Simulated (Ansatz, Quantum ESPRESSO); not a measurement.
Given: the input of a run of Ansatz 0.2.0 on MnO. The cell is a database's computed one, not the measured one.

The input input.yaml:

```yaml
crystal:
  lattice:
    - [0.0, 2.2239077028, 2.2239077028]
    - [2.2239077028, 0.0, 2.2239077028]
    - [2.2239077028, 2.2239077028, 0.0]
  atoms:
    - { symbol: Mn, position: [0.0, 0.0, 0.0], spin: 4.0 }
    - { symbol: O, position: [0.5, 0.5, 0.5] }
hamiltonian:
  xc: pbe
  pseudopotentials: { kind: paw }
magnetization:
  spin_polarized: true
kpoints:
  mp_grid: { grid: [10, 10, 10] }
scf:
  occupations: { method: fermi_dirac, width: 0.05 }
output:
  forces: true
  stress: true
  eigenvalues: true
  write_density: true
  write_potential: true
  elf: true
  volumetric_format: npy
```

Potentials or basis: Ansatz PAW.

Command:

```bash
$ ansatz run input.yaml --threads 1 --pin off --max-ram 3584MiB --backend cpu --events-out ev --progress --plain --runs-dir out
```

Set up the same calculation for Quantum ESPRESSO 7.5. Potentials or basis there: SSSP 1.3 efficiency PBE, cutoff 884 eV.

As run (cutoffs and basis follow the program's own potentials, and thresholds, step limits or extra output files can differ):

pw.in

```
&CONTROL
  calculation = 'scf'
  prefix = 'pwscf'
  outdir = './tmp'
  pseudo_dir = './pseudo'
  tprnfor = .true.
  tstress = .true.
  disk_io = 'low'
/
&SYSTEM
  ibrav = 0
  nat = 2
  ntyp = 2
  ecutwfc = 65
  ecutrho = 780
  nbnd = 20
  occupations = 'smearing'
  smearing = 'fd'
  degauss = 0.00367493
  nspin = 2
  starting_magnetization(1) = 0.2667
  starting_magnetization(2) = 0
/
&ELECTRONS
  conv_thr = 4d-10
  electron_maxstep = 120
  mixing_beta = 0.3
/
ATOMIC_SPECIES
Mn    54.9380 mn_pbe_v1.5.uspp.F.UPF
O     15.9990 O.pbe-n-kjpaw_psl.0.1.UPF
CELL_PARAMETERS angstrom
   0.0000000000    2.2239077028    2.2239077028
   2.2239077028    0.0000000000    2.2239077028
   2.2239077028    2.2239077028    0.0000000000
ATOMIC_POSITIONS crystal
Mn     0.0000000000    0.0000000000    0.0000000000
O      0.5000000000    0.5000000000    0.5000000000
K_POINTS automatic
10 10 10 0 0 0
```

pp_density.in

```
&INPUTPP
  prefix = 'pwscf'
  outdir = './tmp'
  filplot = 'density.dat'
  plot_num = 0
/
&PLOT
  nfile = 1
  filepp(1) = 'density.dat'
  iflag = 3
  output_format = 6
  fileout = 'density.cube'
/
```

Contents of pp_potential.in:

```
&INPUTPP
  prefix = 'pwscf'
  outdir = './tmp'
  filplot = 'potential.dat'
  plot_num = 11
/
&PLOT
  nfile = 1
  filepp(1) = 'potential.dat'
  iflag = 3
  output_format = 6
  fileout = 'potential.cube'
/
```

Contents of pp_spin.in:

```
&INPUTPP
  prefix = 'pwscf'
  outdir = './tmp'
  filplot = 'spin.dat'
  plot_num = 6
/
&PLOT
  nfile = 1
  filepp(1) = 'spin.dat'
  iflag = 3
  output_format = 6
  fileout = 'spin.cube'
/
```

Potentials or basis: SSSP 1.3 efficiency PBE.

The run is started by

```bash
$ OMP_NUM_THREADS=1 pw.x -in pw.in > pw.out
$ OMP_NUM_THREADS=1 pp.x -in pp_density.in > pp_density.out
$ OMP_NUM_THREADS=1 pp.x -in pp_potential.in > pp_potential.out
$ OMP_NUM_THREADS=1 pp.x -in pp_spin.in > pp_spin.out
```

Both were run:

|  | Ansatz | Quantum ESPRESSO |
| --- | --- | --- |
| Pressure | 0.1 GPa | -0.1 GPa |
| Net moment | 4.79 μB per cell | 4.80 μB per cell |
| Absolute moment | 4.79 μB per cell | 4.80 μB per cell |

Ansatz's pressure holds a Pulay term of +0.62 GPa for its cutoff of 420 eV, which the other run lacks.

Where Ansatz's input types no cutoff or centring, it takes its own default and a Γ-centred mesh.

The magnetic state is the one that the start led to; the real crystal's order can differ.

Pressure is positive in compression.
